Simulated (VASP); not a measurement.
# PbSe: single point with PBE

The system is PbSe.

```
CELL_PARAMETERS angstrom
3.78432 0.00000 0.00000
0.00000 3.78432 0.00000
0.00000 0.00000 3.78432
ATOMIC_POSITIONS crystal
Pb 0.00000 0.00000 0.00000
Se 0.50000 0.50000 0.50000
```

Measurements of this composition are mostly on another form, of space group No. 225.

| Item | Value |
| --- | --- |
| Program | VASP 6.6.1 |
| Task | single point |
| Functional | PBE |
| Potentials or basis | VASP PAW PBE potentials, release 64 (Pb_d_GW, Se_GW) |
| Cutoff | 450 eV |
| k mesh | 5 × 5 × 5 |
| Occupations | gaussian, width 0.02 eV |
| Spin | no spin polarisation |

```json
{
  "Pressure": "0.2 GPa",
  "Band gap on the k mesh": "0.22 eV, indirect (least direct gap 1.38 eV)"
}
```

Levels at points of the mesh, in eV from the valence-band top:
```
           k point  band 8  band 9  band 10  band 11  band 12  band 13  band 14  band 15
(0.00, 0.00, 0.00)   -7.06   -1.43    -1.43    -1.43     5.16     5.16     6.07     6.07
```

Wall time 5.6 s on 1 thread of AMD EPYC 9R45 96-Core Processor (Zen 5) (shared host), peak memory 0.13 GiB.

Caveat: spin-orbit coupling is left out, which as a rule narrows the gap of such compounds by several tenths of an eV; an odd mesh through Γ misses points on the zone boundary, where band edges often lie.
